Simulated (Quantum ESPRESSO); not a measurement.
# BAs (F-43m) in Quantum ESPRESSO: notebook

The runs below take BAs through single point, equation of state, band structure, with r2SCAN.

Everything below comes from runs of Quantum ESPRESSO 7.5. Logs are shortened: lines on timing, memory, paths and dates and some standing lists are left out, and cuts for length are marked.

**The experiment to reproduce.**

From “Basic Physical Properties of Cubic Boron Arsenide”, 2019, arxiv:1911.11281, for a bulk crystal of BAs: bulk modulus 148 GPa.

The results are compared with them further down.

### 1 The crystal as given

Symmetry: F-43m, No. 216, cubic system. Conventional cell: a = 4.777 Å, b = 4.777 Å, c = 4.777 Å, α = 90.00°, β = 90.00°, γ = 90.00°. As (site symmetry -43m) is surrounded by 4 B at 2.07 Å. B (site symmetry -43m) is surrounded by 4 As at 2.07 Å.

### 2 Single point, r2SCAN, 12.81 Å³/atom

pw.in

```
&CONTROL
  calculation = 'scf'
  prefix = 'pwscf'
  outdir = './tmp'
  pseudo_dir = './pseudo'
  tstress = .true.
  disk_io = 'nowf'
/
&SYSTEM
  ibrav = 0
  nat = 2
  ntyp = 2
  ecutwfc = 70
  nbnd = 9
  input_dft = 'r2scan'
  occupations = 'smearing'
  smearing = 'fd'
  degauss = 0.00367493
  nosym = .true.
  nr1 = 36
  nr2 = 36
  nr3 = 36
/
&ELECTRONS
  conv_thr = 1d-08
  electron_maxstep = 120
  mixing_beta = 0.5
/
ATOMIC_SPECIES
As    74.9216 As_ONCV_PBE-1.2.upf
B     10.8100 B_ONCV_PBE-1.2.upf
CELL_PARAMETERS angstrom
   0.0000000000    2.3397414207    2.3397414207
   2.3397414207    0.0000000000    2.3397414207
   2.3397414207    2.3397414207    0.0000000000
ATOMIC_POSITIONS crystal
As     0.7500000000    0.7500000000    0.7500000000
B      0.0000000000    0.0000000000    0.0000000000
K_POINTS automatic
8 8 8 0 0 0
```

Potentials or basis: SG15 PBE 1.2.

The run is started by

```console
$ OMP_NUM_THREADS=1 mpirun -n 2 pw.x -nk 2 -in pw.in > pw.out
```

pw.out:

```text
This program is part of the open-source Quantum ESPRESSO suite
     for quantum simulation of materials; please cite
         "P. Giannozzi et al., J. Phys.:Condens. Matter 21 395502 (2009);
         "P. Giannozzi et al., J. Phys.:Condens. Matter 29 465901 (2017);
         "P. Giannozzi et al., J. Chem. Phys. 152 154105 (2020);
     in publications or presentations arising from this work. More details at

     IMPORTANT: XC functional enforced from input :
     Exchange-correlation= R2SCAN
                           (   0   0   0   0   0 497 498)
     Any further DFT definition will be discarded
     Please, verify this is what you really want

     K-points division:     npool     =       2
     Subspace diagonalization in iterative solution of the eigenvalue problem:
     a serial algorithm will be used

     G-vector sticks info
     --------------------
     sticks:   dense  smooth     PW     G-vecs:    dense   smooth      PW
     Sum         745     745    241                13635    13635    2421

     Using Slab Decomposition

     bravais-lattice index     =            0
     lattice parameter (alat)  =       6.2529  a.u.
     unit-cell volume          =     172.8742 (a.u.)^3
     number of atoms/cell      =            2
     number of atomic types    =            2
     number of electrons       =         8.00
     number of Kohn-Sham states=            9
     kinetic-energy cutoff     =      70.0000  Ry
     charge density cutoff     =     280.0000  Ry
     scf convergence threshold =      1.0E-08
     mixing beta               =       0.5000
     number of iterations used =            8  plain     mixing
     Exchange-correlation= R2SCAN
                           (   0   0   0   0   0 497 498)

     celldm(1)=   6.252904  celldm(2)=   0.000000  celldm(3)=   0.000000
     celldm(4)=   0.000000  celldm(5)=   0.000000  celldm(6)=   0.000000

     crystal axes: (cart. coord. in units of alat)
               a(1) = (   0.000000   0.707107   0.707107 )
               a(2) = (   0.707107   0.000000   0.707107 )
               a(3) = (   0.707107   0.707107   0.000000 )

     reciprocal axes: (cart. coord. in units 2 pi/alat)
               b(1) = ( -0.707107  0.707107  0.707107 )
               b(2) = (  0.707107 -0.707107  0.707107 )
               b(3) = (  0.707107  0.707107 -0.707107 )

     PseudoPot. # 1 for As read from file:
     As_ONCV_PBE-1.2.upf
     Pseudo is Norm-conserving, Zval =  5.0
     Generated using ONCVPSP code by D. R. Hamann
     Using radial grid of  602 points,  6 beta functions with:
                l(1) =   0
                l(2) =   0
                l(3) =   1
                l(4) =   1
                l(5) =   2
                l(6) =   2

     PseudoPot. # 2 for B  read from file:
     B_ONCV_PBE-1.2.upf
     Pseudo is Norm-conserving, Zval =  3.0
     Generated using ONCVPSP code by D. R. Hamann
     Using radial grid of  602 points,  4 beta functions with:
                l(1) =   0
                l(2) =   0
                l(3) =   1
                l(4) =   1

     atomic species   valence    mass     pseudopotential
     As                5.00    74.92160     As( 1.00)
     B                 3.00    10.81000     B ( 1.00)

     No symmetry found

   Cartesian axes

     site n.     atom                  positions (alat units)
         1        As     tau(   1) = (   1.0606602   1.0606602   1.0606602  )
         2        B      tau(   2) = (   0.0000000   0.0000000   0.0000000  )

     number of k points=   260  Fermi-Dirac smearing, width (Ry)=  0.0037

     Number of k-points >= 100: set verbosity='high' to print them.

     Dense  grid:    13635 G-vectors     FFT dimensions: (  36,  36,  36)

     WARNING: libxc functional with ID  497 depends
      on external parameters: check the user_guide of
      QE if you need to modify them or to check their
      default values.

     WARNING: libxc functional with ID  498 depends
      on external parameters: check the user_guide of
      QE if you need to modify them or to check their
      default values.

     Initial potential from superposition of free atoms

     starting charge       7.9509, renormalised to       8.0000
     Starting wfcs are random

     Self-consistent Calculation

     iteration #  1     ecut=    70.00 Ry     beta= 0.50
     Davidson diagonalization with overlap
     ethr =  1.00E-02,  avg # of iterations =  8.1

     total energy              =     -18.31672225 Ry
     estimated scf accuracy    <       0.29914431 Ry

     iteration #  2     ecut=    70.00 Ry     beta= 0.50
     Davidson diagonalization with overlap
     ethr =  3.74E-03,  avg # of iterations =  1.0

     total energy              =     -18.34065637 Ry
     estimated scf accuracy    <       0.03670050 Ry

     iteration #  3     ecut=    70.00 Ry     beta= 0.50
     Davidson diagonalization with overlap
     ethr =  4.59E-04,  avg # of iterations =  1.0

     total energy              =     -18.34242518 Ry
     estimated scf accuracy    <       0.00310292 Ry

     iteration #  4     ecut=    70.00 Ry     beta= 0.50
     Davidson diagonalization with overlap
     ethr =  3.88E-05,  avg # of iterations =  2.4

     total energy              =     -18.34251822 Ry
     estimated scf accuracy    <       0.00002521 Ry

     iteration #  5     ecut=    70.00 Ry     beta= 0.50
     Davidson diagonalization with overlap
     ethr =  3.15E-07,  avg # of iterations =  4.0

     total energy              =     -18.34252332 Ry
     estimated scf accuracy    <       0.00000416 Ry

     iteration #  6     ecut=    70.00 Ry     beta= 0.50
     Davidson diagonalization with overlap
     ethr =  5.20E-08,  avg # of iterations =  1.0

     total energy              =     -18.34252359 Ry
     estimated scf accuracy    <       0.00000027 Ry

     iteration #  7     ecut=    70.00 Ry     beta= 0.50
     Davidson diagonalization with overlap
     ethr =  3.43E-09,  avg # of iterations =  1.0

     End of self-consistent calculation

     Number of k-points >= 100: set verbosity='high' to print the bands.

     the Fermi energy is    10.0637 ev

!    total energy              =     -18.34252361 Ry
     estimated scf accuracy    <          6.5E-09 Ry
     smearing contrib. (-TS)   =      -0.00000001 Ry
     internal energy E=F+TS    =     -18.34252360 Ry

     The total energy is F=E-TS. E is the sum of the following terms:
     one-electron contribution =       6.26253766 Ry
     hartree contribution      =       1.20550554 Ry
     xc contribution           =      -5.46174958 Ry
     ewald contribution        =     -20.34881722 Ry

     convergence has been achieved in   7 iterations

     Computing stress (Cartesian axis) and pressure

          total   stress  (Ry/bohr**3)                   (kbar)     P=      118.54
   0.00080583  -0.00000000  -0.00000000          118.54       -0.00       -0.00
  -0.00000000   0.00080583  -0.00000000           -0.00      118.54       -0.00
  -0.00000000  -0.00000000   0.00080583           -0.00       -0.00      118.54

=------------------------------------------------------------------------------=
   JOB DONE.
=------------------------------------------------------------------------------=
```

Run time: 2.7 min. Hardware: 2 MPI ranks of Arm Neoverse N1, shared host; peak memory 0.18 GiB.

What came out:

```yaml
Free_energy: -249.5627 eV
Pressure: 11.9 GPa
Band_gap_on_the_k_mesh: 1.25 eV, indirect (least direct gap 3.50 eV)
```

Caveat: the potentials were made for another functional, which shifts forces and pressure.

### 3 Single point, r2SCAN, 13.08 Å³/atom

pw.in, as its differences from that of step 2:

```diff
@@ -32,5 +32,5 @@
 CELL_PARAMETERS angstrom
-   0.0000000000    2.3397414207    2.3397414207
-   2.3397414207    0.0000000000    2.3397414207
-   2.3397414207    2.3397414207    0.0000000000
+   0.0000000000    2.3562190158    2.3562190158
+   2.3562190158    0.0000000000    2.3562190158
+   2.3562190158    2.3562190158    0.0000000000
 ATOMIC_POSITIONS crystal
```

Potentials or basis: SG15 PBE 1.2.

The run is started by

```console
$ OMP_NUM_THREADS=1 mpirun -n 2 pw.x -nk 2 -in pw.in > pw.out
```

It took 2.7 min on 2 MPI ranks of Arm Neoverse N1, shared host; peak memory 0.18 GiB.

The run converged. Its results:

```
Free energy            : -249.5968 eV
Pressure               : 8.2 GPa
Band gap on the k mesh : 1.26 eV, indirect (least direct gap 3.47 eV)
```

Caveat: the potentials were made for another functional, which shifts forces and pressure.

### 4 Single point, r2SCAN, 13.35 Å³/atom

pw.in, as its differences from that of step 3:

```diff
@@ -32,5 +32,5 @@
 CELL_PARAMETERS angstrom
-   0.0000000000    2.3562190158    2.3562190158
-   2.3562190158    0.0000000000    2.3562190158
-   2.3562190158    2.3562190158    0.0000000000
+   0.0000000000    2.3724693156    2.3724693156
+   2.3724693156    0.0000000000    2.3724693156
+   2.3724693156    2.3724693156    0.0000000000
 ATOMIC_POSITIONS crystal
```

The run is started by

```console
$ OMP_NUM_THREADS=1 mpirun -n 2 pw.x -nk 2 -in pw.in > pw.out
```

Wall time 2.7 min (2 MPI ranks of Arm Neoverse N1, shared host); peak memory 0.18 GiB.

Results (log left out):

```yaml
Free_energy: -249.6191 eV
Pressure: 4.9 GPa
Band_gap_on_the_k_mesh: 1.28 eV, indirect (least direct gap 3.44 eV)
```

Caveat: the potentials were made for another functional, which shifts forces and pressure.

### 5 Single point, r2SCAN, 13.63 Å³/atom

pw.in, as its differences from that of step 4:

```diff
@@ -32,5 +32,5 @@
 CELL_PARAMETERS angstrom
-   0.0000000000    2.3724693156    2.3724693156
-   2.3724693156    0.0000000000    2.3724693156
-   2.3724693156    2.3724693156    0.0000000000
+   0.0000000000    2.3885000000    2.3885000000
+   2.3885000000    0.0000000000    2.3885000000
+   2.3885000000    2.3885000000    0.0000000000
 ATOMIC_POSITIONS crystal
```

The run is started by

```console
$ OMP_NUM_THREADS=1 mpirun -n 2 pw.x -nk 2 -in pw.in > pw.out
```

Run time: 2.7 min. Hardware: 2 MPI ranks of Arm Neoverse N1, shared host; peak memory 0.18 GiB.

The run converged. Its results:

| Property | Result |
| --- | --- |
| Free energy | -249.6307 eV |
| Pressure | 2.0 GPa |
| Band gap on the k mesh | 1.30 eV, indirect (least direct gap 3.42 eV) |

Caveat: the potentials were made for another functional, which shifts forces and pressure.

### 6 Single point, r2SCAN, 13.90 Å³/atom

pw.in, as its differences from that of step 5:

```diff
@@ -32,5 +32,5 @@
 CELL_PARAMETERS angstrom
-   0.0000000000    2.3885000000    2.3885000000
-   2.3885000000    0.0000000000    2.3885000000
-   2.3885000000    2.3885000000    0.0000000000
+   0.0000000000    2.4043183418    2.4043183418
+   2.4043183418    0.0000000000    2.4043183418
+   2.4043183418    2.4043183418    0.0000000000
 ATOMIC_POSITIONS crystal
```

Potentials or basis: SG15 PBE 1.2.

The run is started by

```console
$ OMP_NUM_THREADS=1 mpirun -n 2 pw.x -nk 2 -in pw.in > pw.out
```

Run time: 2.7 min. Hardware: 2 MPI ranks of Arm Neoverse N1, shared host; peak memory 0.18 GiB.

The run converged. Its results:

```yaml
Free_energy: -249.6327 eV
Pressure: -0.7 GPa
Band_gap_on_the_k_mesh: 1.31 eV, indirect (least direct gap 3.39 eV)
```

Caveat: the potentials were made for another functional, which shifts forces and pressure.

### 7 Single point, r2SCAN, 14.17 Å³/atom

pw.in, as its differences from that of step 6:

```diff
@@ -32,5 +32,5 @@
 CELL_PARAMETERS angstrom
-   0.0000000000    2.4043183418    2.4043183418
-   2.4043183418    0.0000000000    2.4043183418
-   2.4043183418    2.4043183418    0.0000000000
+   0.0000000000    2.4199312360    2.4199312360
+   2.4199312360    0.0000000000    2.4199312360
+   2.4199312360    2.4199312360    0.0000000000
 ATOMIC_POSITIONS crystal
```

The run is started by

```console
$ OMP_NUM_THREADS=1 mpirun -n 2 pw.x -nk 2 -in pw.in > pw.out
```

It took 2.7 min on 2 MPI ranks of Arm Neoverse N1, shared host; peak memory 0.18 GiB.

It converged, with:

| Quantity | Value |
| --- | --- |
| Free energy | -249.6260 eV |
| Pressure | -3.2 GPa |
| Band gap on the k mesh | 1.33 eV, indirect (least direct gap 3.37 eV) |

Caveat: the potentials were made for another functional, which shifts forces and pressure.

### 8 Single point, r2SCAN, 14.44 Å³/atom

pw.in, as its differences from that of step 7:

```diff
@@ -32,5 +32,5 @@
 CELL_PARAMETERS angstrom
-   0.0000000000    2.4199312360    2.4199312360
-   2.4199312360    0.0000000000    2.4199312360
-   2.4199312360    2.4199312360    0.0000000000
+   0.0000000000    2.4353452264    2.4353452264
+   2.4353452264    0.0000000000    2.4353452264
+   2.4353452264    2.4353452264    0.0000000000
 ATOMIC_POSITIONS crystal
```

The run is started by

```console
$ OMP_NUM_THREADS=1 mpirun -n 2 pw.x -nk 2 -in pw.in > pw.out
```

It took 2.8 min on 2 MPI ranks of Arm Neoverse N1, shared host; peak memory 0.18 GiB.

Results (log left out):

* Free energy: -249.6113 eV
* Pressure: -5.4 GPa
* Band gap on the k mesh: 1.35 eV, indirect (least direct gap 3.34 eV)

Caveat: the potentials were made for another functional, which shifts forces and pressure.

### 9 Equation of state, r2SCAN

Potentials or basis: SG15 PBE 1.2.

No new run: the results of the series are fitted here.

Results:

| Quantity | Value |
| --- | --- |
| Equilibrium volume | 13.82 Å³/atom |
| Bulk modulus | 134 GPa |
| Pressure derivative of the bulk modulus | 4.0 |

Energy against volume, from the lowest point:
```
volume (Å³/atom)  energy (meV/atom)
          12.809              34.97
          13.081              17.95
          13.354               6.81
          13.626               0.99
          13.899               0.00
          14.171               3.37
          14.444              10.68
```

Caveat: the potentials were made for another functional, which shifts forces and pressure.

(Part 1 of 2 ends here.)
